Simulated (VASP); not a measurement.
# Ge in VASP: relaxation of the atoms with PBEsol

Aim: the relaxation of the atoms of Ge with PBEsol.

Program: VASP 6.6.1. These are calculated values, not measurements. Logs are shortened: lines on timing, memory, paths and dates and some standing lists are left out, and cuts for length are marked.

**1. The structure**

The cell holds a slab with vacuum, 4 atoms: a = 4.001 Å, b = 6.929 Å, c = 18.000 Å, α = 90.00°, β = 90.00°, γ = 125.26°.

The slab is cut from a database's or a generator's crystal, which needn't be the stable form of the element.

**2. Relaxation of the atoms, PBEsol**

Contents of INCAR:

```
PREC = Accurate
ENCUT = 520
EDIFF = 1E-7
ISMEAR = 1
SIGMA = 0.1
LREAL = False
LASPH = True
NELM = 80
ALGO = Fast
ISIF = 2
LWAVE = False
LCHARG = False
LDIPOL = True
IDIPOL = 3
DIPOL = 0.5 0.5 0.500
GGA = PS
IBRION = 2
NSW = 100
EDIFFG = -0.015
KPAR = 8
```

Contents of KPOINTS:

```
regular mesh
0
Gamma
  10 10 1
```

Contents of POSCAR:

```
Ge
1.0
    4.0006828890      0.0000000000      0.0000000000
   -4.0006828890      5.6578200000      0.0000000000
    0.0000000000      0.0000000000     18.0003414440
Ge
4
Direct
    0.0000000000      0.5000000000      0.4444360139
    0.2500000000      0.2500000000      0.4444360139
    0.0000000000      0.0000000000      0.5555639861
    0.2500000000      0.7500000000      0.5555639861
```

Potentials or basis: VASP PAW PBE potentials, release 64 (Ge_d).

The run is started by

```
cat potpaw_PBE.64/Ge_d/POTCAR > POTCAR
mpirun -np 8 vasp_std > vasp.out
```

OUTCAR:

```text
PREC = Accurate
   ENCUT = 520
   EDIFF = 1E-7
   ISMEAR = 1
   LREAL = False
   LASPH = True
   NELM = 80
   ISIF = 2
   GGA = PS
   IBRION = 2
   NSW = 100
   EDIFFG = -0.015

 ion  position               nearest neighbor table
   1  0.000  0.500  0.444-   4 2.45   2 2.45   2 2.45
   2  0.250  0.250  0.444-   3 2.45   1 2.45   1 2.45
   3  0.000  0.000  0.556-   2 2.45   4 2.45   4 2.45
   4  0.250  0.750  0.556-   1 2.45   3 2.45   3 2.45

  LATTYP: Found a simple orthorhombic cell.
 ALAT       =     4.0006828890
 B/A-ratio  =     1.4142135623
 C/A-ratio  =     4.4993172274

  Lattice vectors:

 A1 = (   4.0006828890,   0.0000000000,   0.0000000000)
 A2 = (   0.0000000000,   5.6578200000,   0.0000000000)
 A3 = (   0.0000000000,   0.0000000000,  18.0003414440)

Analysis of symmetry for initial positions (statically):
=====================================================================
 Subroutine PRICEL returns:
 Original cell was already a primitive cell.

 Routine SETGRP: Setting up the symmetry group for a
 simple orthorhombic supercell.

 Subroutine GETGRP returns: Found  8 space group operations
 (whereof  2 operations were pure point group operations)
 out of a pool of  8 trial point group operations.

The static configuration has the point symmetry C_1h.
 The point group associated with its full space group is D_2h.

Analysis of symmetry for dynamics (positions and initial velocities):
=====================================================================
 Subroutine PRICEL returns:
 Original cell was already a primitive cell.

 Routine SETGRP: Setting up the symmetry group for a
 simple orthorhombic supercell.

 Subroutine GETGRP returns: Found  8 space group operations
 (whereof  2 operations were pure point group operations)
 out of a pool of  8 trial point group operations.

The dynamic configuration has the point symmetry C_1h.
 The point group associated with its full space group is D_2h.

 Subroutine INISYM returns: Found  8 space group operations
 (whereof  2 operations are pure point group operations),
 and found     1 'primitive' translations

----------------------------------------------------------------------------------------

                                     Primitive cell

  volume of cell :     407.4403

  direct lattice vectors                    reciprocal lattice vectors
     4.000682889  0.000000000  0.000000000     0.249957327  0.176746521  0.000000000
    -4.000682889  5.657820000  0.000000000     0.000000000  0.176746521  0.000000000
     0.000000000  0.000000000 18.000341444     0.000000000  0.000000000  0.055554502

  length of vectors
     4.000682889  6.929386028 18.000341444     0.306133954  0.176746521  0.055554502

  position of ions in fractional coordinates (direct lattice)
     0.000000000  0.500000000  0.444436014
     0.250000000  0.250000000  0.444436014
     0.000000000  0.000000000  0.555563986
     0.250000000  0.750000000  0.555563986

  ion indices of the primitive-cell ions
   primitive index   ion index
                 1           1
                 2           2
                 3           3
                 4           4

----------------------------------------------------------------------------------------

 KPOINTS: regular mesh

Automatic generation of k-mesh.
 Grid dimensions read from file:
 generate k-points for:   10   10    1

 Generating k-lattice:

  Cartesian coordinates                     Fractional coordinates (reciprocal lattice)
     0.024995733  0.017674652  0.000000000     0.100000000  0.000000000  0.000000000
     0.000000000  0.017674652  0.000000000     0.000000000  0.100000000  0.000000000
     0.000000000  0.000000000  0.055554502     0.000000000  0.000000000  1.000000000

  Length of vectors
     0.030613395  0.017674652  0.055554502

  Shift w.r.t. Gamma in fractional coordinates (k-lattice)
     0.000000000  0.000000000  0.000000000

 Subroutine IBZKPT returns following result:
 ===========================================

 Found     36 irreducible k-points:

 Following reciprocal coordinates:
            Coordinates               Weight
  0.000000  0.000000  0.000000      1.000000
  0.100000  0.000000  0.000000      4.000000
  0.200000  0.000000  0.000000      4.000000
  0.300000  0.000000  0.000000      4.000000
  0.400000  0.000000  0.000000      4.000000
  0.500000  0.000000  0.000000      1.000000
[... 16 lines left out ...]
 -0.300000  0.200000  0.000000      4.000000
 -0.200000  0.200000  0.000000      2.000000
 [... further k-points ...]
   k-points           NKPTS =     36   k-points in BZ     NKDIM =     36   number of bands    NBANDS=     33
   number of dos      NEDOS =    301   number of ions     NIONS =      4
   total plane-waves  NPLWV = 226800
   dimension x,y,z NGX =    30 NGY =   54 NGZ =  140
   dimension x,y,z NGXF=    60 NGYF=  108 NGZF=  280
   ions per type =               4
   NGX,Y,Z   is equivalent  to a cutoff of  12.47, 12.96, 12.93 a.u.
   NGXF,Y,Z  is equivalent  to a cutoff of  24.93, 25.91, 25.86 a.u.
 SYSTEM =  unknown system
   PREC   = accura    normal or accurate (medium, high low for compatibility)
   ISTART =      0    job   : 0-new  1-cont  2-samecut
   ICHARG =      2    charge: 1-file 2-atom 10-const
   ISPIN  =      1    spin polarized calculation?
   LNONCOLLINEAR =      F non collinear calculations
   LSORBIT =      F    spin-orbit coupling
   LASPH  =      T    aspherical Exc in radial PAW
   ENCUT  =  520.0 eV  38.22 Ry    6.18 a.u.   7.44 12.88 33.47*2*pi/ulx,y,z
   NELM   =     80;   NELMIN=  2; NELMDL= -5     # of ELM steps
   EDIFF  = 0.1E-06   stopping-criterion for ELM
   LREAL  =      F    real-space projection
   EDIFFG = -.1E-01   stopping-criterion for IOM
   NSW    =    100    number of steps for IOM
   IBRION =      2    ionic relax: 0-MD 1-quasi-New 2-CG
   NFREE  =      1    steps in history (QN), initial steepest desc. (CG)
   ISIF   =      2    stress and relaxation
   ISYM   =      2    0-nonsym 1-usesym 2-fastsym
   POTIM  = 0.5000    time-step for ionic-motion
   TEBEG  =    0.0;   TEEND  =   0.0 temperature during run
   PSTRESS=    0.0 pullay stress
   NELECT =      56.0000    total number of electrons
   NUPDOWN=      -1.0000    fix difference up-down
   EMIN   =  10.00;   EMAX   =-10.00  energy-range for DOS
   EFERMI =   0.00;   METHOD = LEGACY
   ISMEAR =     1;   SIGMA  =   0.10  broadening in eV -4-tet -1-fermi 0-gaus
   EFERMI_NEDOS =   21; number of points for ismear=-14 and -15
   IALGO  =     68    algorithm
   IMIX   =      4    mixing-type and parameters
     AMIX     =   0.40;   BMIX     =  1.00
     AMIX_MAG =   1.60;   BMIX_MAG =  1.00
  volume/ion in A,a.u.               =     101.86       687.39
  Fermi-wavevector in a.u.,A,eV,Ry     =   0.844856  1.596547  9.711596  0.713782
  Thomas-Fermi vector in A             =   1.959951
   LORBIT       =      0    0 simple, 1 ext, 2 COOP (PROOUT), +10 PAW based schemes
   GGA     = PS    functional components
   LHFCALC =     F    Hartree Fock is set to
   AEXX    =    0.0000 exact exchange contribution
   IVDW    =     0    specifies the selected vdW correction
   LEPSILON=     F    determine dielectric tensor
   LRPA    =     F    only Hartree local field effects (RPA)
 conjugate gradient relaxation of ions
 non-spin polarized calculation
 RMM-DIIS sequential band-by-band and
 Methfessel and Paxton  Order N= 1 SIGMA  =   0.10
  energy-cutoff  :      520.00
  volume of cell :      407.44
 maximum number of plane-waves:     11046
 NGX is ok and might be reduce to    30
   NGX = 15   NGY = 25   NGZ = 67

--------------------------------------- Ionic step        1  -------------------------------------------

 number of electron      56.0000006 magnetization

 Free energy of the ion-electron system (eV)
  ---------------------------------------------------
  ext. energy  EPLUGINS =         0.00000000
  ---------------------------------------------------
  free energy    TOTEN  =       -16.80911653 eV

  energy without entropy =      -16.80866324  energy(sigma->0) =      -16.80896543

------------------------ aborting loop because EDIFF is reached ----------------------------------------

  FORCE on cell =-STRESS in cart. coord.  units (eV):
  Direction    XX          YY          ZZ          XY          YZ          ZX
  --------------------------------------------------------------------------------------
  -------------------------------------------------------------------------------------
  Total        0.3487926     -1.0220136     -1.0727438     -0.0000000      0.0000000      0.0000000
  in kB        1.3715571     -4.0188637     -4.2183497     -0.0000000      0.0000000      0.0000000
  external PRESSURE =      -2.2885521 kB  Pullay stress =       0.0000000 kB
[... 133 lines left out ...]
  FREE ENERGIE OF THE ION-ELECTRON SYSTEM (eV)
  ---------------------------------------------------
  free  energy   TOTEN  =       -16.8272846599 eV

  energy  without entropy=      -16.8264485102  energy(sigma->0) =      -16.82700594

 dipolmoment           0.000000      0.000000      0.000000 electrons x Angstroem

--------------------------------------- Ionic step        5  -------------------------------------------

 number of electron      56.0000028 magnetization

------------------------ aborting loop because EDIFF is reached ----------------------------------------
[... 33 lines left out ...]
--------------------------------------- Ionic step        6  -------------------------------------------

 number of electron      56.0000022 magnetization

 dipolmoment           0.000000      0.000000     -0.000000 electrons x Angstroem

 Free energy of the ion-electron system (eV)
  ---------------------------------------------------
  ext. energy  EPLUGINS =         0.00000000
  ---------------------------------------------------
  free energy    TOTEN  =       -16.83307841 eV

  energy without entropy =      -16.83268545  energy(sigma->0) =      -16.83294742

 E-fermi :  -2.4763     XC(G=0):  -3.0541

 val. band max:       -2.4824977588   @ k =   0.2000   0.3000   0.0000
 cond. band min:      -2.3194590736   @ k =  -0.3000   0.3000   0.0000
 fundamental gap:      0.1630386852
 Fermi energy:        -2.4763156737

 k-point     1 :       0.0000    0.0000    0.0000
  band No.  band energies     occupation
      1     -26.9291      2.00000
      2     -26.8786      2.00000
      3     -26.8658      2.00000
      4     -26.8643      2.00000
      5     -26.8632      2.00000
      6     -26.8116      2.00000
[... 853 lines left out ...]
     32       1.3056      0.00000
     33       1.6985      0.00000

 [... further k-points ...]

------------------------ aborting loop because EDIFF is reached ----------------------------------------

 vacuum level on the upper side and lower side of the slab       (xc-potential included)        -0.014        -0.014

  FORCE on cell =-STRESS in cart. coord.  units (eV):
  Direction    XX          YY          ZZ          XY          YZ          ZX
  --------------------------------------------------------------------------------------
  -------------------------------------------------------------------------------------
  Total        0.9352603      0.1368466     -0.0589305      0.0000000      0.0000000      0.0000000
  in kB        3.6777236      0.5381217     -0.2317324      0.0000000      0.0000000      0.0000000
  external PRESSURE =       1.3280376 kB  Pullay stress =       0.0000000 kB
[... 19 lines left out ...]
  FREE ENERGIE OF THE ION-ELECTRON SYSTEM (eV)
  ---------------------------------------------------
  free  energy   TOTEN  =       -16.8330784076 eV

  energy  without entropy=      -16.8326854528  energy(sigma->0) =      -16.83294742

 reached required accuracy - stopping structural energy minimisation

 vacuum level on the upper side and lower side of the slab         1.962         1.962
```

It took 7.3 min on 8 MPI ranks of Intel Xeon 6975P-C (Granite Rapids), shared host; peak memory 0.81 GiB.

Results:

| Item | Value |
| --- | --- |
| Free energy | -16.8331 eV |
| Energy gained by relaxing | 6.0 meV/atom |
| Ionic steps | 6 |
| Largest force after relaxing | 0.007 eV/Å |
| Band gap on the k mesh | none (metal or under the smearing width) |

Forces in eV/Å, atoms in the order of the input:
```
Ge   0.000 -0.002  0.006
Ge   0.000  0.002  0.006
Ge   0.000 -0.002 -0.006
Ge   0.000  0.002 -0.006
```

Step by step:
| step | energy change (eV) | largest force (eV/Å) | pressure (GPa) |
| --- | --- | --- | --- |
| 1 | 0.0000 | 0.2602 | -0.23 |
| 2 | -0.0109 | 0.1783 | -0.14 |
| 3 | -0.0180 | 0.1479 | 0.00 |
| 4 | -0.0182 | 0.1614 | 0.02 |
| 5 | -0.0230 | 0.0663 | 0.08 |
| 6 | -0.0240 | 0.0066 | 0.13 |

Final structure:
```
CELL_PARAMETERS angstrom
4.00068 0.00000 0.00000
-4.00068 5.65782 0.00000
0.00000 0.00000 18.00034
ATOMIC_POSITIONS crystal
Ge 0.99739 0.49739 0.44693
Ge 0.25261 0.25261 0.44693
Ge 0.99739 0.99739 0.55307
Ge 0.25261 0.75261 0.55307
```

Caveat: the PAW data sets were made with another functional, which shifts forces and pressure a little.
